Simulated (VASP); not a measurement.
# I2 in VASP: notebook

One molecule, I2, is run at these levels: PBE+D3(BJ), PBE; tasks: relaxation of the atoms, vibrations by finite differences, single point.

Everything below comes from runs of VASP 6.6.1. Logs are shortened: lines on timing, memory, paths and dates and some standing lists are left out, and cuts for length are marked.

## Step 1: The structure

The cell holds a molecule in a box, 2 atoms: a = 12.980 Å, b = 13.480 Å, c = 13.980 Å, α = 90.00°, β = 90.00°, γ = 90.00°.

## Step 2: Relaxation of the atoms, PBE+D3(BJ)

INCAR reads:

```
PREC = Accurate ; ENCUT = 400
EDIFF = 1E-6 ; ISMEAR = 0
SIGMA = 0.01 ; LREAL = False
LASPH = True ; NELM = 60
ALGO = Normal ; ISIF = 2
LWAVE = False ; LCHARG = False
GGA = PE ; IVDW = 12
IBRION = 2 ; NSW = 120
EDIFFG = -0.03 ; ISYM = 0
```

KPOINTS reads:

```
regular mesh
0
Gamma
  1 1 1
```

POSCAR reads:

```
I
1.0
   12.9797068966      0.0000000000      0.0000000000
    0.0000000000     13.4797068966      0.0000000000
    0.0000000000      0.0000000000     13.9797068966
I
2
Selective dynamics
Direct
    0.5955224535      0.5389366430      0.5076943308  F F F
    0.4044775465      0.4684819160      0.4923056692  T T T
```

Potentials or basis: VASP PAW PBE potentials, release 64 (I).

On the command line:

```
$ cat potpaw_PBE.64/I/POTCAR > POTCAR
$ mpirun -np 1 vasp_gam > vasp.out
```

OUTCAR:

```text
PREC = Accurate
   ENCUT = 400
   EDIFF = 1E-6
   ISMEAR = 0
   LREAL = False
   LASPH = True
   NELM = 60
   ISIF = 2
   GGA = PE
   IVDW = 12
   IBRION = 2
   NSW = 120
   EDIFFG = -0.03
   ISYM = 0
 IVDW          = 12

 ion  position               nearest neighbor table
   1  0.596  0.539  0.508-   2 2.66
   2  0.404  0.468  0.492-   1 2.66

IMPORTANT INFORMATION: All symmetrisations will be switched off!
NOSYMM: (Re-)initialisation of all symmetry stuff for point group C_1.

----------------------------------------------------------------------------------------

                                     Primitive cell

  volume of cell :    2445.9265

  direct lattice vectors                    reciprocal lattice vectors
    12.979706897  0.000000000  0.000000000     0.077043342  0.000000000  0.000000000
     0.000000000 13.479706897  0.000000000     0.000000000  0.074185589  0.000000000
     0.000000000  0.000000000 13.979706897     0.000000000  0.000000000  0.071532258

  length of vectors
    12.979706897 13.479706897 13.979706897     0.077043342  0.074185589  0.071532258

  position of ions in fractional coordinates (direct lattice)
     0.595522454  0.538936643  0.507694331
     0.404477546  0.468481916  0.492305669

  ion indices of the primitive-cell ions
   primitive index   ion index
                 1           1
                 2           2

----------------------------------------------------------------------------------------

 KPOINTS: regular mesh

Automatic generation of k-mesh.
 Grid dimensions read from file:
 generate k-points for:    1    1    1

 Generating k-lattice:

  Cartesian coordinates                     Fractional coordinates (reciprocal lattice)
     0.077043342  0.000000000  0.000000000     1.000000000  0.000000000  0.000000000
     0.000000000  0.074185589  0.000000000     0.000000000  1.000000000  0.000000000
     0.000000000  0.000000000  0.071532258     0.000000000  0.000000000  1.000000000

  Length of vectors
     0.077043342  0.074185589  0.071532258

  Shift w.r.t. Gamma in fractional coordinates (k-lattice)
     0.000000000  0.000000000  0.000000000

 Subroutine IBZKPT returns following result:
 ===========================================

 Found      1 irreducible k-points:

 Following reciprocal coordinates:
            Coordinates               Weight
  0.000000  0.000000  0.000000      1.000000
   k-points           NKPTS =      1   k-points in BZ     NKDIM =      1   number of bands    NBANDS=     11
   number of dos      NEDOS =    301   number of ions     NIONS =      2
   total plane-waves  NPLWV = 777600
   dimension x,y,z NGX =    90 NGY =   90 NGZ =   96
   dimension x,y,z NGXF=   180 NGYF=  180 NGZF=  192
   ions per type =               2
   NGX,Y,Z   is equivalent  to a cutoff of  11.53, 11.10, 11.42 a.u.
   NGXF,Y,Z  is equivalent  to a cutoff of  23.05, 22.20, 22.83 a.u.
 SYSTEM =  unknown system
   PREC   = accura    normal or accurate (medium, high low for compatibility)
   ISTART =      0    job   : 0-new  1-cont  2-samecut
   ICHARG =      2    charge: 1-file 2-atom 10-const
   ISPIN  =      1    spin polarized calculation?
   LNONCOLLINEAR =      F non collinear calculations
   LSORBIT =      F    spin-orbit coupling
   LASPH  =      T    aspherical Exc in radial PAW
   ENCUT  =  400.0 eV  29.40 Ry    5.42 a.u.  21.17 21.98 22.80*2*pi/ulx,y,z
   NELM   =     60;   NELMIN=  2; NELMDL= -5     # of ELM steps
   EDIFF  = 0.1E-05   stopping-criterion for ELM
   LREAL  =      F    real-space projection
   EDIFFG = -.3E-01   stopping-criterion for IOM
   NSW    =    120    number of steps for IOM
   IBRION =      2    ionic relax: 0-MD 1-quasi-New 2-CG
   NFREE  =      1    steps in history (QN), initial steepest desc. (CG)
   ISIF   =      2    stress and relaxation
   ISYM   =      0    0-nonsym 1-usesym 2-fastsym
   POTIM  = 0.5000    time-step for ionic-motion
   TEBEG  =    0.0;   TEEND  =   0.0 temperature during run
   PSTRESS=    0.0 pullay stress
   NELECT =      14.0000    total number of electrons
   NUPDOWN=      -1.0000    fix difference up-down
   EMIN   =  10.00;   EMAX   =-10.00  energy-range for DOS
   EFERMI =   0.00;   METHOD = LEGACY
   ISMEAR =     0;   SIGMA  =   0.01  broadening in eV -4-tet -1-fermi 0-gaus
   EFERMI_NEDOS =   21; number of points for ismear=-14 and -15
   IALGO  =     38    algorithm
   IMIX   =      4    mixing-type and parameters
     AMIX     =   0.40;   BMIX     =  1.00
     AMIX_MAG =   1.60;   BMIX_MAG =  1.00
  volume/ion in A,a.u.               =    1222.96      8252.96
  Fermi-wavevector in a.u.,A,eV,Ry     =   0.292844  0.553395  1.166803  0.085758
  Thomas-Fermi vector in A             =   1.153910
   LORBIT       =      0    0 simple, 1 ext, 2 COOP (PROOUT), +10 PAW based schemes
   GGA     = PE    functional components
   LHFCALC =     F    Hartree Fock is set to
   AEXX    =    0.0000 exact exchange contribution
   IVDW    =    12    specifies the selected vdW correction
   LEPSILON=     F    determine dielectric tensor
   LRPA    =     F    only Hartree local field effects (RPA)
 conjugate gradient relaxation of ions
 non-spin polarized calculation
 Gauss-broadening in eV      SIGMA  =   0.01
  energy-cutoff  :      400.00
  volume of cell :     2445.93
 maximum number of plane-waves:     22175
 NGX is ok and might be reduce to    90
   NGX = 43   NGY = 43   NGZ = 45

--------------------------------------- Ionic step        1  -------------------------------------------

 number of electron      14.0000003 magnetization

 Free energy of the ion-electron system (eV)
  ---------------------------------------------------
  ext. energy  EPLUGINS =         0.00000000
  ---------------------------------------------------
  free energy    TOTEN  =        -2.66970601 eV

  energy without entropy =       -2.66970601  energy(sigma->0) =       -2.66970601

------------------------ aborting loop because EDIFF is reached ----------------------------------------

 Edisp (eV)   -0.04903

 E8    (eV) :    -0.0244

  FORCE on cell =-STRESS in cart. coord.  units (eV):
  Direction    XX          YY          ZZ          XY          YZ          ZX
  --------------------------------------------------------------------------------------
  -------------------------------------------------------------------------------------
  Total       0.47529     0.06367    -0.00380     0.18557     0.01626     0.04203
  in kB       0.31133     0.04170    -0.00249     0.12155     0.01065     0.02753
  external pressure =        0.12 kB  Pullay stress =        0.00 kB

 VOLUME and BASIS-vectors are now :
 -----------------------------------------------------------------------------
  energy-cutoff  :      400.00
  volume of cell :     2445.93
      direct lattice vectors                 reciprocal lattice vectors
    12.979706897  0.000000000  0.000000000     0.077043342  0.000000000  0.000000000
     0.000000000 13.479706897  0.000000000     0.000000000  0.074185589  0.000000000
     0.000000000  0.000000000 13.979706897     0.000000000  0.000000000  0.071532258

 POSITION                                       TOTAL-FORCE (eV/Angst)
 -----------------------------------------------------------------------------------
      7.72971      7.26471      7.09742         0.194635      0.075433      0.017103
      5.25000      6.31500      6.88229        -0.194635     -0.075433     -0.017103
 -----------------------------------------------------------------------------------
    total drift:                               -0.000150     -0.000095     -0.000022

  FREE ENERGIE OF THE ION-ELECTRON SYSTEM (eV)
  ---------------------------------------------------
  free  energy   TOTEN  =        -2.7187323950 eV

  energy  without entropy=       -2.7187323950  energy(sigma->0) =       -2.71873240

--------------------------------------- Ionic step        2  -------------------------------------------

 number of electron      14.0000003 magnetization

------------------------ aborting loop because EDIFF is reached ----------------------------------------

 Edisp (eV)   -0.04899

 E8    (eV) :    -0.0244

  FORCE on cell =-STRESS in cart. coord.  units (eV):
  Direction    XX          YY          ZZ          XY          YZ          ZX
  --------------------------------------------------------------------------------------
  -------------------------------------------------------------------------------------
  Total       0.21092     0.02499    -0.00570     0.08420     0.00747     0.01906
  in kB       0.13816     0.01637    -0.00374     0.05515     0.00489     0.01248
  external pressure =        0.05 kB  Pullay stress =        0.00 kB

 VOLUME and BASIS-vectors are now :
 -----------------------------------------------------------------------------
  energy-cutoff  :      400.00
  volume of cell :     2445.93
      direct lattice vectors                 reciprocal lattice vectors
    12.979706897  0.000000000  0.000000000     0.077043342  0.000000000  0.000000000
     0.000000000 13.479706897  0.000000000     0.000000000  0.074185589  0.000000000
     0.000000000  0.000000000 13.979706897     0.000000000  0.000000000  0.071532258

 POSITION                                       TOTAL-FORCE (eV/Angst)
 -----------------------------------------------------------------------------------
      7.72971      7.26471      7.09742         0.087067      0.034229      0.007763
      5.24061      6.31136      6.88146        -0.087067     -0.034229     -0.007763
 -----------------------------------------------------------------------------------
    total drift:                                0.000205      0.000091      0.000043

  FREE ENERGIE OF THE ION-ELECTRON SYSTEM (eV)
  ---------------------------------------------------
  free  energy   TOTEN  =        -2.7202504518 eV

  energy  without entropy=       -2.7202504518  energy(sigma->0) =       -2.72025045

--------------------------------------- Ionic step        3  -------------------------------------------

 number of electron      14.0000003 magnetization

 Free energy of the ion-electron system (eV)
  ---------------------------------------------------
  ext. energy  EPLUGINS =         0.00000000
  ---------------------------------------------------
  free energy    TOTEN  =        -2.67166879 eV

  energy without entropy =       -2.67166879  energy(sigma->0) =       -2.67166879

 E-fermi :  -5.8901     XC(G=0):  -0.6057

 val. band max:       -5.9933931081   @ k =   0.0000   0.0000   0.0000
 cond. band min:      -4.1719680863   @ k =   0.0000   0.0000   0.0000
 fundamental gap:      1.8214250218
 Fermi energy:        -5.8900631493

 k-point     1 :       0.0000    0.0000    0.0000
  band No.  band energies     occupation
      1     -18.5548      2.00000
      2     -16.3895      2.00000
      3      -9.3068      2.00000
      4      -7.5801      2.00000
      5      -7.5797      2.00000
      6      -5.9938      2.00000
      7      -5.9934      2.00000
      8      -4.1720      0.00000
      9      -0.3912      0.00000
     10       0.5124      0.00000
     11       0.5822      0.00000

------------------------ aborting loop because EDIFF is reached ----------------------------------------

 Edisp (eV)   -0.04896

 E8    (eV) :    -0.0244

  FORCE on cell =-STRESS in cart. coord.  units (eV):
  Direction    XX          YY          ZZ          XY          YZ          ZX
  --------------------------------------------------------------------------------------
  -------------------------------------------------------------------------------------
  Total      -0.03152    -0.00977    -0.00661    -0.00910    -0.00062    -0.00207
  in kB      -0.02065    -0.00640    -0.00433    -0.00596    -0.00040    -0.00135
  external pressure =       -0.01 kB  Pullay stress =        0.00 kB

 VOLUME and BASIS-vectors are now :
 -----------------------------------------------------------------------------
  energy-cutoff  :      400.00
  volume of cell :     2445.93
      direct lattice vectors                 reciprocal lattice vectors
    12.979706897  0.000000000  0.000000000     0.077043342  0.000000000  0.000000000
     0.000000000 13.479706897  0.000000000     0.000000000  0.074185589  0.000000000
     0.000000000  0.000000000 13.979706897     0.000000000  0.000000000  0.071532258

 POSITION                                       TOTAL-FORCE (eV/Angst)
 -----------------------------------------------------------------------------------
      7.72971      7.26471      7.09742        -0.010847     -0.003289     -0.000743
      5.23171      6.30791      6.88068         0.010847      0.003289      0.000743
 -----------------------------------------------------------------------------------
    total drift:                                0.000020      0.000072      0.000053

  FREE ENERGIE OF THE ION-ELECTRON SYSTEM (eV)
  ---------------------------------------------------
  free  energy   TOTEN  =        -2.7206327670 eV

  energy  without entropy=       -2.7206327670  energy(sigma->0) =       -2.72063277

 reached required accuracy - stopping structural energy minimisation
```

Run time: 3.5 min. Hardware: 1 thread of Intel Xeon Platinum 8488C (Sapphire Rapids), shared host; peak memory 1.3 GiB.

Results:

```
Free energy                     : -2.7206 eV
Energy gained by relaxing       : 1.0 meV/atom
Ionic steps                     : 3
Gap between the frontier levels : 1.82 eV
Dispersion energy per atom      : -0.024 eV
```

The path:
```csv
step,energy change (eV),largest force (eV/Å),pressure (GPa)
1,0.0000,0.2094,0.01
2,-0.0015,0.0939,0.01
3,-0.0019,0.0114,0.00
```

Final structure:
```
I
1.0
    12.97971    0.00000    0.00000
     0.00000   13.47971    0.00000
     0.00000    0.00000   13.97971
I
2
Direct
  0.59552 0.53894 0.50769
  0.40307 0.46796 0.49219
```

Levels at points of the mesh, in eV from the valence-band top:
```tsv
k point	band 3	band 4	band 5	band 6	band 7	band 8	band 9	band 10	band 11
(0.00, 0.00, 0.00)	-3.31	-1.59	-1.59	0.00	0.00	1.82	5.60	6.51	6.58
```

Caveat: spin-orbit coupling is left out, which moves the levels of the heavy elements.

(Part 1 of 2 ends here.)
